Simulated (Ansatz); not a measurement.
Reactions of CH₄BClO, SMILES `COBCl`.

Computed with Ansatz on PBE0-D4/def2-TZVP structures; ΔE is electronic, products minus reactants. CCSD(T)/CBS adds triple-zeta CCSD(T) − MP2 to the extrapolated MP2 energy (def2 sets, frozen cores). This one scheme is used for every species, atoms too. Functionals use def2-TZVPP. B3LYP here is the variant with VWN-RPA as its local correlation; programs differ in this. Open shells (•) are unrestricted, without spin–orbit coupling. Bonds to Ge are less sure, by a few kJ/mol each and by 10 to 20 or more in all where they break to atoms, as the def2 sets lack core-valence functions. Scalar relativity is left out up to krypton. Each species was taken in one conformer, which may not be the lowest.

```
                                                                reaction  ωB97X-V (kcal/mol)  ωB97M-V (kcal/mol)  B3LYP-D4 (kcal/mol)  PBE0-D4 (kcal/mol)
                        `COBCl` + `OCC(F)(F)F` → `FC(F)(F)COBCl` + CH₃OH                 3.1                 3.1                  3.0                 3.1
        `COBCl` + `[NH2][Al]([OH])[OH]` → `C[NH][Al]([OH])[OH]` + `OBCl`                -2.0                -2.2                 -1.9                -2.8
                                    `COBCl` + `[OH]`• → `CO[B]Cl`• + H₂O               -11.3               -11.7                -13.1               -14.7
                                            `COBCl` + H₂S → `COBS` + HCl                 5.1                 5.3                  4.9                 4.3
                                               `COBCl` → `CO[B]Cl`• + H•               111.2               112.2                109.2               106.2
                                      `COBCl` + SiH₄ → `COB[SiH3]` + HCl                27.7                28.6                 27.7                26.7
                                   `COBCl` + `[CH3]`• → `CO[B]Cl`• + CH₄                -1.3                -0.6                 -2.2                -3.4
                   `COBCl` + `F[C](F)F`• → `CO[B]Cl`• + trifluoromethane                -0.4                -1.1                 -1.2                -2.0
`COBCl` + `[OH][Ge]([OH])([F])[Cl]` → `C[O][Ge]([OH])([F])[Cl]` + `OBCl`                -0.1                 0.0                 -0.2                 0.0
                                        `COBCl` + `CCl` → `COBCCl` + HCl                21.4                21.2                 21.2                21.3
```

Question: Give the CCSD(T)/CBS values in the same order. (Estimate.)

Answer: Ansatz gave: 2.9, -2.3, -15.2, 4.7, 111.4, 27.3, -1.5, -3.1, -0.2, 20.7 kcal/mol.

Largest T1 diagnostic: 0.014, for `F[C](F)F`•.
